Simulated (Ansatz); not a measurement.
# Pt: the cost of one run

Computed with Ansatz 0.2.0 (DFT PBE, scalar-relativistic, plane waves, PAW, unless a step's input says otherwise).

The COD entry's cell or inner coordinates are ideal or old and differ from later refinements, so a difference from it is no clean test against experiment.

1 further run of the same task is left out (set aside as unsound or not needed).

## (1) Starting point

The structure is cubic, space group Fm-3m (No. 225). Conventional cell: a = 3.916 Å, b = 3.916 Å, c = 3.916 Å, α = 90.00°, β = 90.00°, γ = 90.00°. Pt (site symmetry m-3m) has 12 Pt at 2.77 Å as nearest neighbours.

As a file:

```cif
data_structure
_symmetry_space_group_name_H-M 'P 1'
_symmetry_Int_Tables_number 1
_cell_length_a 2.7689
_cell_length_b 2.7689
_cell_length_c 2.7689
_cell_angle_alpha 60.000
_cell_angle_beta 60.000
_cell_angle_gamma 60.000
_cell_volume 15.01
loop_
_atom_site_label
_atom_site_type_symbol
_atom_site_fract_x
_atom_site_fract_y
_atom_site_fract_z
_atom_site_occupancy
Pt1 Pt 0.00000 0.00000 0.00000 1
```

The structure comes from the Crystallography Open Database.

## (2) A distortion that keeps the symmetry

The change: strain xx, yy, zz, yz, xz, xy = -3.6, -3.6, -3.6, +0.0, +0.0, +0.0 %.

Contents of input.yaml:

```yaml
crystal:
  lattice:
    - [0.0, 1.887670127, 1.887670127]
    - [1.887670127, 0.0, 1.887670127]
    - [1.887670127, 1.887670127, 0.0]
  atoms:
    - { symbol: Pt, position: [0.0, 0.0, 0.0] }
basis:
  ecutwfc: 420
kpoints:
  mp_grid: { grid: [18, 18, 18] }
hamiltonian:
  xc: pbe
scf:
  occupations: { method: gaussian, width: 0.1 }
output:
  forces: true
  stress: true
  eigenvalues: true
  populations: true
```

The run is started by

```console
$ ansatz run input.yaml --threads 1 --pin off --max-ram 1331MiB --backend cpu --events-out ev --progress --plain --runs-dir out
```

**Question.** How long does this run take on 1 thread of an x86-64 CPU, shared host, and how much memory does it need?

About 6.1 s, with a peak of 0.32 GiB.
